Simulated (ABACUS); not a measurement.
# Bi under changes of volume

One of the cells (33.614 Å³/atom); the others are scaled copies at fixed shape and fractional positions:

```xyz
2
Lattice="3.2384 0.0000 0.0000 0.0000 3.2216 0.0000 -0.0805 0.0000 6.4439" Properties=species:S:1:pos:R:3 pbc="T T T"
Bi    1.7022    0.0000    4.8302
Bi    1.4558    0.0000    1.6137
```

This isn't the form of Bi at room conditions, which is rhombohedral.

```yaml
Program: ABACUS 3.10.1
Functional: PBEsol
Potentials_or_basis: PseudoDojo NC SR 0.4.1 PBEsol standard
Cutoff: 898 eV
Density_cutoff: 3592 eV
Basis: plane waves
k_mesh: 8 × 8 × 4
Occupations: fermi-dirac, width 0.05 eV
Spin: no spin polarisation
```

```tsv
volume (Å³/atom)	energy over the lowest point (meV/atom)	pressure (GPa)	largest force (eV/Å)
31.597	17.08	3.3	0.025
32.270	6.08	1.9	0.018
32.942	0.58	0.7	0.012
33.614	0.00	-0.4	0.008
34.286	3.79	-1.4	0.009
34.959	11.49	-2.3	0.013
35.631	?	?	?
```

Question: What does the run at 35.631 Å³/atom give?

Answer: Energy over the lowest point 22.66 meV/atom; pressure -3.1 GPa; largest force 0.018 eV/Å.

Worked out: A Birch-Murnaghan fit of order 3 (a polynomial in V^(-2/3)) to the other rows has its minimum at 33.36 Å³/atom with B0 = V·E''(V) = 54 GPa and B' = 4.7 at fixed shape and positions, which overstates the stiffness. It gives 22.67 meV/atom at 35.631 Å³/atom, against the run's 22.66, and -dE/dV = -3.0 GPa, against -3.1.

Energies are extrapolated to zero smearing.
